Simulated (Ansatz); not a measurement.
Input and command of a plane-wave DFT calculation in Ansatz:

```yaml
crystal:
  lattice:
    - [-2.4092470368, 2.4092470368, 1.3226570659]
    - [2.4092470368, -2.4092470368, 1.3226570659]
    - [2.4092470368, 2.4092470368, -1.3226570659]
  atoms:
    - { symbol: Si, position: [0.25, 0.75, 0.5] }
    - { symbol: Si, position: [0.5, 0.5, 0.0] }
basis:
  ecutwfc: 420
kpoints:
  mp_grid: { grid: [14, 14, 14] }
hamiltonian:
  xc: pbe
scf:
  occupations: { method: gaussian, width: 0.15 }
output:
  forces: true
  stress: true
  eigenvalues: true
  write_density: true
  write_potential: true
  elf: true
  volumetric_format: npy
```

```bash
ansatz run input.yaml --threads 2 --pin off --max-ram 5120MiB --backend cpu --events-out ev --progress --plain --runs-dir out
```

Processor: Intel(R) Xeon(R) CPU @ 2.60GHz (Ice Lake), 2 threads, on a host shared with other jobs.

**Question.** Estimate time, memory and problem size.

**Answer.** About 2.2 s on 2 threads of Intel(R) Xeon(R) CPU @ 2.60GHz (Ice Lake), on a shared host, peak memory 0.41 GiB. It solves 8 bands at 244 k points (the mesh reduced by the symmetry that the task leaves, which can be less than the crystal's) with about 601 plane waves, in 6 SCF iterations.
